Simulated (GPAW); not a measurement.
Runs of GPAW 26.7.0 on HfC. It takes space group Fm-3m (No. 225, cubic). The conventional cell has a = 4.650 Å, b = 4.650 Å, c = 4.650 Å, α = 90.00°, β = 90.00°, γ = 90.00°. Hf (site symmetry m-3m) has 6 C at 2.33 Å as nearest neighbours. C (site symmetry m-3m) is surrounded by 6 Hf at 2.33 Å. 

```tsv
task	level	potentials or basis	spin	U	k mesh	cutoff (eV)	maxiter	band path	band points	spin axis theta (degrees)	spin axis phi (degrees)	mesh quality	gap on the mesh (eV)	pressure (GPa)
band structure	RPBE	the program's PAW data sets (release 1.2.1) made for this functional, pw	SOC, no magnetisation	-	8 × 8 × 8	800	150	GXWKGLUWLK,UX	60	90	0	not flagged	-	5.7
single point	LDA+U	the program's PAW data sets (release 1.2.1) made for this functional, pw	off	Hf d U = 5.3 eV	8 × 8 × 8	650	120	-	-	-	-	not flagged	none	(a)
single point	BHandHLYP	GPAW PAW data sets (gpaw-data 1.2.1), pw	off	-	4 × 4 × 4	600	60	-	-	-	-	coarse	none	-
band structure	mBEEF	GPAW PAW data sets (gpaw-data 1.2.1), pw	SOC, no magnetisation	-	8 × 8 × 8	800	150	GXWKGLUWLK,UX	80	90	0	not flagged	-	-5.4
single point	TB-mBJ	GPAW PAW data sets for LDA (gpaw-data 1.2.1), pw	off	-	8 × 8 × 8	800	150	-	-	-	-	not flagged	none	-
```

Alike in all rows: cell as given; smearing fermi-dirac 0.05 eV.

Fill in the values left out.

(a) 8.6.

Caveats: some runs use coarse meshes; the PAW data sets were made with another functional, which shifts forces and pressure a little (some runs); spin-orbit coupling was added after a scalar SCF, so levels and gaps hold it while energy, forces, pressure and moments don't (some runs); this program's spin-orbit splittings come out too wide for heavy elements (some runs); the cutoff is short for stress and forces, so pressures can be off by a GPa or more (some runs); U without spin polarisation on a metal has little footing (some runs); the U is typed as a test and isn't derived for this compound (some runs); exact exchange converges slowly with the k mesh, and this mesh is small (some runs).

A k mesh can miss the band edges, and rows without SOC leave out spin-orbit coupling on Hf.

A gap of «none» marks a metal or a gap under the smearing width.

Runs at the PBE level aren't shown here.
